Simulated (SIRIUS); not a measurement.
# Pb: equation of state with PBE

The system is Pb.

```xyz
1
Lattice="-1.9797 1.9797 1.9797 1.9797 -1.9797 1.9797 1.9797 1.9797 -1.9797" Properties=species:S:1:pos:R:3 pbc="T T T"
Pb    0.0000    0.0000    0.0000
```

This isn't the form of Pb at room conditions, which is fcc.

```yaml
Program: SIRIUS 7.12.0
Task: equation of state
Functional: PBE
Potentials_or_basis: PseudoDojo 0.4.1 PBE standard (scalar relativistic)
Cutoff: 765 eV
Density_cutoff: 3061 eV
k_mesh: 9 × 9 × 9
Occupations: fermi-dirac, width 0.05 eV
Spin: no spin polarisation
```

```yaml
Equilibrium_volume: 31.66 Å³/atom
Bulk_modulus: 38 GPa
Pressure_derivative_of_the_bulk_modulus: 6.0
```

Energy against volume, from the lowest point:
| volume (Å³/atom) | energy (meV/atom) |
| --- | --- |
| 29.172 | 27.92 |
| 29.792 | 14.98 |
| 30.413 | 6.35 |
| 31.034 | 1.51 |
| 31.654 | 0.00 |
| 32.275 | 1.37 |
| 32.896 | 5.25 |

All runs of the series together: 76 s on 1 thread of Intel(R) Xeon(R) Platinum 8488C (Sapphire Rapids), on a shared host.

The run has no spin-orbit coupling, so splittings on Pb are missing.
